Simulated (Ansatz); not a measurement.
Ionic part of the dielectric constant of MgS at 20 GPa, mode by mode

These are results of DFT PBEsol, scalar-relativistic, plane waves, PAW (Ansatz 0.2.0), not measurements. Plane waves to 420 eV; Γ-centred k mesh 8×8×8; fixed occupations. No spin polarisation. Phonons by linear response, acoustic sum rule imposed.

It takes space group Fm-3m (No. 225, cubic). Conventional cell: a = 4.883 Å, b = 4.883 Å, c = 4.883 Å, α = 90.00°, β = 90.00°, γ = 90.00°. Mg (site symmetry m-3m) is surrounded by 6 S at 2.44 Å. S (site symmetry m-3m) is surrounded by 6 Mg at 2.44 Å.

Other phases may be more stable at this pressure.

The primitive cell has V = 29.11 Å³ and ε∞,zz = 5.661. Each polar mode adds Δε = (4.92064×10⁷/V)·S/ν² along z, with S its oscillator strength in e²/amu, ν in cm⁻¹ and V in Å³.

Problem. From these modes, find each Δε and ε0,zz.
| ν (cm⁻¹) | S_zz (e²/amu) |
| --- | --- |
| 365.6 | 0.3321 |

Solution.
```tsv
ν (cm⁻¹)	Δε
365.6	4.20
```

The sum is 4.199, so ε0,zz = 9.86; the run's tensor has 9.86.

Problem. Where do the longitudinal modes lie for a wave vector along z?

Solution. At 483 cm⁻¹. The Lyddane–Sachs–Teller product Π(ν_LO/ν_TO)² = 1.74 matches ε0/ε∞ = 1.74.

Cost: 1 run of about 0.39 core-minutes, on Intel Xeon Platinum 8259CL (Skylake/Cascade Lake) (shared hosts).